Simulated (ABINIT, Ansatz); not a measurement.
# RbBr (Fm-3m): zone-centre phonons

Aim: the zone-centre modes of RbBr (Fm-3m).

Method: DFT LDA, scalar-relativistic, plane waves, PseudoDojo norm-conserving pseudopotentials, in ABINIT 10.8.3.

The database entry behind the starting cell differs from later determinations by our own check (about 0.5 % short), so it need not match the best structure at ambient conditions.

## 1. Starting point

Symmetry: Fm-3m, No. 225, cubic system. Conventional cell: a = 6.668 Å, b = 6.668 Å, c = 6.668 Å, α = 90.00°, β = 90.00°, γ = 90.00°. Nearest to Rb lie 6 Br at 3.33 Å. Nearest to Br lie 6 Rb at 3.33 Å. Farther neighbours and most contacts between anions are not listed.

## 2. Relaxation

The harmonic expansion needs vanishing forces, and a free crystal bears no stress, so cell and atoms are brought to rest. Stress is more sensitive to the basis than forces are: the last 3 Ha under the cutoff are smoothed with ecutsm, and the cutoff is raised above that of the later runs.

The starting cell comes from a relaxation made beforehand in Ansatz (LDA, PseudoDojo NC).

relax.abi

```
# relaxation
ionmov 2
optcell 2
dilatmx 1.08
ntime 40
tolmxf 1.0d-05
tolvrs 1.0d-14
prtwf 0
prtden 0
chksymtnons 0

# basis, mesh and filling
ecut 24.0
ecutsm 3.0
ngkpt 6 6 6
nshiftk 1
shiftk 0.0 0.0 0.0
istwfk *1
occopt 1
nband 8
nstep 100
diemac 9.0
prtebands 0
prtgsr 0
useylm 1

# cell and atoms
acell 3*1.0 Angstrom
rprim 
    0.0 3.334183168 3.334183168
    3.334183168 0.0 3.334183168
    3.334183168 3.334183168 0.0
ntypat 2
znucl 37 35
natom 2
typat 1 2
xred 
    0.0 0.0 0.0
    0.5 0.5 0.5
pp_dirpath "./pseudo"
pseudos "Rb.upf, Br.upf"
```

On the command line:

```bash
> OMP_NUM_THREADS=1 mpirun -n 2 abinit relax.abi > relax.log
```

Numbers of over 12 decimals in the logs are rounded to 6 here.

relax.abo, the main output file:

```text
[banners, grids, parts of the stress and lines that vanish by symmetry left out]
- input  file    -> relax.abi
- output file    -> relax.abo
- root for input  files -> relaxi
[...]
Symmetries : space group Fm -3 m (#225); Bravais cF (face-center cubic)
[...]
mpw =        3582          nfft =       91125          nkpt =          16
[...]
== DATASET  1 ==================================================================
[...]
cutoff_energies: {ecut:  24.0, pawecutdg:  -1.0, }
[...]
ETOT  1  -43.002756711595    -4.300E+01 3.949E-02 7.572E+01
 ETOT  2  -43.019567256779    -1.681E-02 8.649E-07 3.974E+00
 ETOT  3  -43.020235241255    -6.680E-04 5.566E-06 2.360E-01
 ETOT  4  -43.020251991345    -1.675E-05 3.641E-07 9.405E-04
 ETOT  5  -43.020252036730    -4.538E-08 4.048E-10 1.750E-04
[...]
At SCF step   11       vres2   =  1.96E-16 < tolvrs=  1.00E-14 =>converged.
[...]
sigma(1 1)=  2.19616216E-07  sigma(3 2)=  0.00000000E+00
  sigma(2 2)=  2.19616216E-07  sigma(3 1)=  0.00000000E+00
  sigma(3 3)=  2.19616216E-07  sigma(2 1)=  0.00000000E+00
[...]
convergence: {deltae:  1.684E-12, res2:  1.959E-16, residm:  6.296E-20, diffor: null, }
etotal    :  -4.30202521E+01
[...]
ETOT  1  -43.020252052068    -4.302E+01 5.396E-14 6.141E-06
[...]
At SCF step    7       vres2   =  5.29E-15 < tolvrs=  1.00E-14 =>converged.
[...]
sigma(1 1)=  2.07259631E-07  sigma(3 2)=  0.00000000E+00
  sigma(2 2)=  2.07259631E-07  sigma(3 1)=  0.00000000E+00
  sigma(3 3)=  2.07259631E-07  sigma(2 1)=  0.00000000E+00
[...]
convergence: {deltae: -1.471E-12, res2:  5.285E-15, residm:  3.990E-19, diffor: null, }
etotal    :  -4.30202521E+01
[...]
ETOT  1  -43.020251908068    -4.302E+01 8.624E-11 1.726E-03
[...]
ETOT  7  -43.020252070057     1.492E-13 1.126E-16 1.435E-12
 ETOT  8  -43.020252070056     9.166E-13 8.646E-19 7.343E-15
 At SCF step    8       vres2   =  7.34E-15 < tolvrs=  1.00E-14 =>converged.
[...]
sigma(1 1)= -6.81180390E-11  sigma(3 2)=  0.00000000E+00
  sigma(2 2)= -6.81180386E-11  sigma(3 1)=  0.00000000E+00
  sigma(3 3)= -6.81180386E-11  sigma(2 1)=  0.00000000E+00
[...]
convergence: {deltae:  9.166E-13, res2:  7.343E-15, residm:  8.646E-19, diffor: null, }
etotal    :  -4.30202521E+01
[...]
At Broyd/MD step   3, gradients are converged :
[...]
sigma(1 1)= -6.81180390E-11  sigma(3 2)=  0.00000000E+00
  sigma(2 2)= -6.81180386E-11  sigma(3 1)=  0.00000000E+00
  sigma(3 3)= -6.81180386E-11  sigma(2 1)=  0.00000000E+00
[...]
- sigma(1 1)= -2.00410190E-06  sigma(3 2)=  0.00000000E+00
- sigma(2 2)= -2.00410189E-06  sigma(3 1)=  0.00000000E+00
- sigma(3 3)= -2.00410189E-06  sigma(2 1)=  0.00000000E+00
[...]
fcart     -0.0000000000E+00 -0.0000000000E+00 -0.0000000000E+00
           strten     -6.8118038987E-11 -6.8118038554E-11 -6.8118038554E-11
================================================================================

[key lines of the parts left out:]
pressure_GPa:   2.0041E-06
Total energy (etotal) [Ha]= -4.30202520700557E+01
```

Elapsed: 41 s, on 2 MPI ranks of Arm Neoverse N1, shared host.

Little changed from the start: no atom moved by 0.005 Å and no cell edge by 0.1 %.

Numbers from this step:

```yaml
volume_per_atom: 37.05 Å³
pressure: 2.00e-6 GPa
```

## 3. Self-consistent run for the response

The response is built on these wavefunctions, so the potential is converged far more tightly than an energy would need. The mesh is shifted off Γ, since shifted meshes converge sums over the zone faster.

gs.abi

```
# ground state
tolvrs 1.0d-16
prtden 1
prtwf 1

# basis, mesh and filling
ecut 18.0
ngkpt 4 4 4
nshiftk 4
shiftk 
    0.5 0.5 0.5
    0.5 0.0 0.0
    0.0 0.5 0.0
    0.0 0.0 0.5
istwfk *1
occopt 1
nband 8
nstep 100
diemac 9.0
prtebands 0
prtgsr 0
useylm 1

# cell and atoms
acell 3*1.0 Angstrom
rprim 
    0.0 3.333792872 3.333792872
    3.333792872 0.0 3.333792872
    3.333792872 3.333792872 0.0
ntypat 2
znucl 37 35
natom 2
typat 1 2
xred 
    0.0 0.0 0.0
    0.5 0.5 0.5
pp_dirpath "./pseudo"
pseudos "Rb.upf, Br.upf"
```

On the command line:

```bash
> OMP_NUM_THREADS=1 mpirun -n 2 abinit gs.abi > gs.log
```

gs.abo, the main output file:

```text
[banners, grids, parts of the stress and lines that vanish by symmetry left out]
- input  file    -> gs.abi
- output file    -> gs.abo
- root for input  files -> gsi
[...]
Symmetries : space group Fm -3 m (#225); Bravais cF (face-center cubic)
[...]
mpw =        1841          nfft =       46656          nkpt =          10
[...]
== DATASET  1 ==================================================================
[...]
cutoff_energies: {ecut:  18.0, pawecutdg:  -1.0, }
[...]
ETOT  1  -42.992104994912    -4.299E+01 6.802E-02 3.558E+01
 ETOT  2  -43.018226627399    -2.612E-02 1.944E-06 9.961E-01
 ETOT  3  -43.018548724246    -3.221E-04 2.740E-06 1.153E-01
 ETOT  4  -43.018567551668    -1.883E-05 3.258E-07 8.467E-04
 ETOT  5  -43.018567723025    -1.714E-07 1.523E-09 9.875E-05
[...]
ETOT 11  -43.018567746845     5.187E-13 2.116E-19 8.033E-16
 ETOT 12  -43.018567746844     9.663E-13 1.731E-21 1.610E-18
 At SCF step   12       vres2   =  1.61E-18 < tolvrs=  1.00E-16 =>converged.
[...]
sigma(1 1)=  2.94893645E-05  sigma(3 2)=  0.00000000E+00
  sigma(2 2)=  2.94893645E-05  sigma(3 1)=  0.00000000E+00
  sigma(3 3)=  2.94893645E-05  sigma(2 1)=  0.00000000E+00
[...]
convergence: {deltae:  9.663E-13, res2:  1.610E-18, residm:  1.731E-21, diffor: null, }
etotal    :  -4.30185677E+01
[...]
sigma(1 1)=  2.94893645E-05  sigma(3 2)=  0.00000000E+00
  sigma(2 2)=  2.94893645E-05  sigma(3 1)=  0.00000000E+00
  sigma(3 3)=  2.94893645E-05  sigma(2 1)=  0.00000000E+00
[...]
- sigma(1 1)=  8.67607057E-01  sigma(3 2)=  0.00000000E+00
- sigma(2 2)=  8.67607057E-01  sigma(3 1)=  0.00000000E+00
- sigma(3 3)=  8.67607057E-01  sigma(2 1)=  0.00000000E+00
[...]
fcart     -0.0000000000E+00 -0.0000000000E+00 -0.0000000000E+00
           strten      2.9489364484E-05  2.9489364484E-05  2.9489364484E-05
================================================================================

[key lines of the parts left out:]
pressure_GPa:  -8.6761E-01
```

Wall time 7.7 s (2 MPI ranks); 15 s of CPU time.

Numbers from this step:

```yaml
pressure: -0.8676 GPa
```

The cell stands at -0.87 GPa: the relaxation ran with a smoothed and higher cutoff and on another k mesh.

## 4. Empty bands

Empty bands on the ground state's density check that the gap assumed so far is there in this cell.

gap.abi

```
# empty bands on the ground state's density
iscf -2
getden_filepath "gso_DEN"
tolwfr 1.0d-12
nbdbuf 2
prtwf 0

# basis, mesh and filling
ecut 18.0
ngkpt 6 6 6
nshiftk 1
shiftk 0.0 0.0 0.0
istwfk *1
occopt 1
nband 12
nstep 100
diemac 9.0
prtebands 0
prtgsr 0
useylm 1

# cell and atoms
acell 3*1.0 Angstrom
rprim 
    0.0 3.333792872 3.333792872
    3.333792872 0.0 3.333792872
    3.333792872 3.333792872 0.0
ntypat 2
znucl 37 35
natom 2
typat 1 2
xred 
    0.0 0.0 0.0
    0.5 0.5 0.5
pp_dirpath "./pseudo"
pseudos "Rb.upf, Br.upf"
```

On the command line:

```bash
> OMP_NUM_THREADS=1 mpirun -n 2 abinit gap.abi > gap.log
```

gap.abo, the main output file:

```text
[banners, grids, parts of the stress and lines that vanish by symmetry left out]
- input  file    -> gap.abi
- output file    -> gap.abo
- root for input  files -> gapi
[...]
Symmetries : space group Fm -3 m (#225); Bravais cF (face-center cubic)
[...]
mpw =        1853          nfft =       46656          nkpt =          16
[...]
== DATASET  1 ==================================================================
[...]
cutoff_energies: {ecut:  18.0, pawecutdg:  -1.0, }
[...]
-outvars: echo values of variables after computation
            acell      1.8897261259E+00  1.8897261259E+00  1.8897261259E+00 Bohr
================================================================================
```

Elapsed: 8.6 s, on 2 MPI ranks.

Read from the output:

```yaml
gap_on_the_k_mesh: 4.158 eV
```

In this cell the gap on the mesh is 4.2 eV, direct, so fixed occupations hold.

## 5. Linear response at Γ

The derivative of the wavefunctions by k comes first, since the response to a field is built on it; then the field and the displacements that symmetry doesn't supply are solved at q = 0.

It reads the wavefunctions written in step 3.

dfpt_gamma.abi

```
ndtset 2

# common to the responses
getwfk_filepath "gso_WFK"
kptopt 2
nqpt 1
qpt 0.0 0.0 0.0
asr 0
chneut 0

# d/dk
rfelfd1 2
rfdir1 1 1 1
iscf1 -3
tolwfr1 1.0d-20

# displacements, field
rfphon2 1
rfatpol2 1 2
rfdir2 1 1 1
rfelfd2 3
getddk2 1
tolvrs2 1.0d-10
prtwf2 0

# basis, mesh and filling
ecut 18.0
ngkpt 4 4 4
nshiftk 4
shiftk 
    0.5 0.5 0.5
    0.5 0.0 0.0
    0.0 0.5 0.0
    0.0 0.0 0.5
istwfk *1
occopt 1
nband 8
nstep 100
diemac 9.0
prtebands 0
prtgsr 0
useylm 1

# cell and atoms
acell 3*1.0 Angstrom
rprim 
    0.0 3.333792872 3.333792872
    3.333792872 0.0 3.333792872
    3.333792872 3.333792872 0.0
ntypat 2
znucl 37 35
natom 2
typat 1 2
xred 
    0.0 0.0 0.0
    0.5 0.5 0.5
pp_dirpath "./pseudo"
pseudos "Rb.upf, Br.upf"
```

On the command line:

```bash
> OMP_NUM_THREADS=1 mpirun -n 2 abinit dfpt_gamma.abi > dfpt_gamma.log
```

dfpt_gamma.abo, the main output file:

```text
[banners, grids, parts of the stress and lines that vanish by symmetry left out]
- input  file    -> dfpt_gamma.abi
- output file    -> dfpt_gamma.abo
- root for input  files -> dfpt_gammai
[...]
DATASET    1 : space group Fm -3 m (#225); Bravais cF (face-center cubic)
[...]
nfft =       46656          nkpt =         128
[...]
DATASET    2 : space group Fm -3 m (#225); Bravais cF (face-center cubic)
[...]
nfft =       46656          nkpt =         128
[...]
== DATASET  1 ==================================================================
[...]
cutoff_energies: {ecut:  18.0, pawecutdg:  -1.0, }
[...]
- 35.00000   7.00000  180309                  znucl, zion, pspdat
[...]
Perturbation : derivative vs k along direction   1
[...]
-ETOT  1  -12.322612971665     -1.232E+01 6.390E-02 0.000E+00
 ETOT  2  -12.338634422610     -1.602E-02 5.019E-04 0.000E+00
 ETOT  3  -12.338694469259     -6.005E-05 3.271E-06 0.000E+00
 ETOT  4  -12.338694778960     -3.097E-07 2.382E-08 0.000E+00
 ETOT  5  -12.338694780762     -1.801E-09 1.983E-10 0.000E+00
[...]
At SCF step   10   max residual=  1.00E-20 < tolwfr=  1.00E-20 =>converged.
[...]
Perturbation : derivative vs k along direction   2
[...]
-ETOT  1  -12.322612971483     -1.232E+01 6.390E-02 0.000E+00
[...]
At SCF step   10   max residual=  9.89E-21 < tolwfr=  1.00E-20 =>converged.
[...]
Perturbation : derivative vs k along direction   3
[...]
-ETOT  1  -12.322612971300     -1.232E+01 6.390E-02 0.000E+00
[...]
At SCF step   10   max residual=  9.89E-21 < tolwfr=  1.00E-20 =>converged.
[...]
1        1       1.5214306344   -0.0000000000
     1        2       0.7607153172   -0.0000000000
     1        3       0.7607153172   -0.0000000000
     2        1       0.7607153172   -0.0000000000
     2        2       1.5214306345   -0.0000000000
     2        3       0.7607153172   -0.0000000000
     3        1       0.7607153172   -0.0000000000
     3        2       0.7607153172   -0.0000000000
     3        3       1.5214306345   -0.0000000000
[...]
== DATASET  2 ==================================================================
[...]
cutoff_energies: {ecut:  18.0, pawecutdg:  -1.0, }
[...]
Perturbation : displacement of atom   1   along direction   1
[...]
-ETOT  1   1.868230     -1.517E+03 4.435E+00 5.583E+01
[...]
At SCF step   10       vres2   =  6.23E-13 < tolvrs=  1.00E-10 =>converged.
[...]
Perturbation : displacement of atom   2   along direction   1
[...]
-ETOT  1   1.558340     -6.886E+02 1.427E+00 5.182E+02
[...]
At SCF step    9       vres2   =  1.04E-11 < tolvrs=  1.00E-10 =>converged.
[...]
Perturbation : homogeneous electric field along direction   1
[...]
-ETOT  1  -42.742547028858     -4.274E+01 8.374E-01 1.413E+04
[...]
ETOT  9  -51.320846513258     -9.287E-12 2.495E-14 6.524E-10
 ETOT 10  -51.320846513258      2.132E-14 4.575E-16 1.583E-11
 At SCF step   10       vres2   =  1.58E-11 < tolvrs=  1.00E-10 =>converged.
[...]
Dielectric tensor, in cartesian coordinates,
[...]
1    4   1    4         2.7286823524        -0.0000000000
   1    4   2    4         0.0000000000        -0.0000000000
   1    4   3    4        -0.0000000000        -0.0000000000
   2    4   1    4         0.0000000000        -0.0000000000
   2    4   2    4         2.7286823524        -0.0000000000
   2    4   3    4        -0.0000000000        -0.0000000000
   3    4   1    4         0.0000000000        -0.0000000000
   3    4   2    4        -0.0000000000        -0.0000000000
   3    4   3    4         2.7286823524        -0.0000000000
  Effective charges, in cartesian coordinates,
[...]
1    1   1    4         1.1422277497         0.0000000000
   2    1   1    4         0.0000000000         0.0000000000
   3    1   1    4        -0.0000000000         0.0000000000
   1    2   1    4        -1.1418120854         0.0000000000
   2    2   1    4         0.0000000000         0.0000000000
[...]
Effective charges, in cartesian coordinates,
[...]
2    4   1    2         0.0000000000         0.0000000000
   3    4   1    2         0.0000000000         0.0000000000
   1    4   2    2        -0.0000000000         0.0000000000
   2    4   2    2        -1.1418121516         0.0000000000
   3    4   2    2        -0.0000000000         0.0000000000
   1    4   3    2         0.0000000000         0.0000000000
   2    4   3    2         0.0000000000         0.0000000000
   3    4   3    2        -1.1418121516         0.0000000000
  Phonon wavevector (reduced coordinates) :  0.00000  0.00000  0.00000
 Phonon energies in Hartree :
[...]
Phonon frequencies in cm-1    :
-  2.337993E-01  2.337995E-01  2.338000E-01  9.894487E+01  9.894487E+01
-  9.894487E+01
  Phonon at Gamma, with non-analyticity in the
[...]
Phonon energies in Hartree :
[...]
Phonon frequencies in cm-1    :
-  2.337993E-01  2.337995E-01  2.340868E-01  9.894487E+01  9.894487E+01
-  1.321941E+02
  Phonon at Gamma, with non-analyticity in the
[...]
Phonon energies in Hartree :
[...]
Phonon frequencies in cm-1    :
-  2.337993E-01  2.338000E-01  2.340863E-01  9.894487E+01  9.894487E+01
-  1.321941E+02
  Phonon at Gamma, with non-analyticity in the
[...]
Phonon energies in Hartree :
[...]
Phonon frequencies in cm-1    :
-  2.337995E-01  2.338000E-01  2.340861E-01  9.894487E+01  9.894487E+01
-  1.321941E+02
[...]
fcart2     0.0000000000E+00  0.0000000000E+00  0.0000000000E+00
           strten2     0.0000000000E+00  0.0000000000E+00  0.0000000000E+00
================================================================================
```

Run time: 3.6 min. Hardware: 2 MPI ranks; 7.2 min of CPU time.

Read from the output:

```
miss of the charge sum rule                                       : 4.16e-4 e
largest acoustic frequency at the zone centre before the sum rule : 0.23 cm⁻¹
highest optical zone-centre mode (no LO-TO term)                  : 98.94 cm⁻¹
lowest optical zone-centre mode                                   : 98.94 cm⁻¹
mean high-frequency dielectric constant                           : 2.729
largest Born charge in size (third of the trace)                  : 1.142 e
```

Born charge (rows field, columns displacement), before the sum rule (e), principal values of the symmetric part by kind of site:

```
atom  atoms with these values    low  middle   high   mean
 Rb1                        1   1.14    1.14   1.14   1.14
 Br2                        1  -1.14   -1.14  -1.14  -1.14
```

In full for Rb1:

```
1.14 0.00 0.00
0.00 1.14 0.00
0.00 0.00 1.14
```

High-frequency dielectric tensor:

```
2.73 0.00 0.00
0.00 2.73 0.00
0.00 0.00 2.73
```

The acoustic modes at Γ come out as far as 0.2 cm⁻¹ from zero, where they should vanish, a small numerical error; the Born charges miss their sum rule by 4.2e-4 e, which is good.

(Part 1 of 2 ends here.)

[Host names and launcher messages were left out of these logs when they were recorded.]

[Logs are printed without paths, hosts, clocks, repeated set-up lines and the standing remarks that a program may print on its own settings, such as how far it seeks lower states.]

[Hosts, paths, dates, database ids (printed as entryN), source tags and the programs' standing remarks are cut or masked in the printed files.]
